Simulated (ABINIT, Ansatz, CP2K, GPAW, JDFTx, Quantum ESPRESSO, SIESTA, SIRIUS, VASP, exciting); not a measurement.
## MoS2: programs and potentials compared

```
Mo S
1.0
     3.16900    0.00000    0.00000
    -1.58450    2.74443    0.00000
     0.00000    0.00000   12.32400
Mo S
2 4
Direct
  0.66667 0.33333 0.75000
  0.33333 0.66667 0.25000
  0.66667 0.33333 0.37700
  0.33333 0.66667 0.87700
  0.66667 0.33333 0.12300
  0.33333 0.66667 0.62300
```

Alike in all runs: task single point; functional PBEsol; k mesh 10 × 10 × 3; occupations fermi-dirac, width 0.05 eV; no spin polarisation; no spin-orbit coupling. Pressure is positive in compression and, in plane waves, holds the error of the finite cutoff.

```csv
program and potentials,plane-wave cutoff (eV),notes,pressure (GPa),largest force (eV/Å)
"SIRIUS, PseudoDojo 0.4.1 PBEsol standard (scalar relativistic)",1102,-,-2.90,0.305
"GPAW, PAW data sets generated for this functional",600,-,-3.07,0.313
"CP2K, POTENTIAL_UZH Mo GTH-PBE-q14, S GTH-PBE-q6; TZVP-MOLOPT-PBE-GTH basis",-,atomic basis; potentials made for PBE,-0.79,-
"Ansatz, all-electron LAPW, scalar-relativistic",-,-,-2.95,0.313
"ABINIT, JTH PAW PBE v2.0",544,potentials made for PBE,-2.73,0.284
"VASP, PBE PAW files Mo_sv, S, 520 eV",520,potentials made for PBE,-2.97,0.312
"JDFTx, PseudoDojo-SR-PBEsol-0.4.1-standard with smoothed tails",1088,-,-2.90,0.304
"exciting, all-electron LAPW+lo, shipped species files, valence relativity iora*",-,-,-,?
"Quantum ESPRESSO, GBRV 1.5 PBEsol",612,-,-3.28,0.329
"SIESTA, files PseudoDojo sr-pbesol-0.4.1-standard, DZP (energy shift 0.003 Ry; two zetas on semicore shells)",-,atomic basis,-0.17,0.100
```

Task: Estimate from the other rows what the run with exciting, all-electron LAPW+lo, shipped species files, valence relativity iora* gave.

Result: Largest force 0.279 eV/Å. The other rows, which needn't bracket it: pressure -3.28 to -0.17; largest force 0.100 to 0.329.
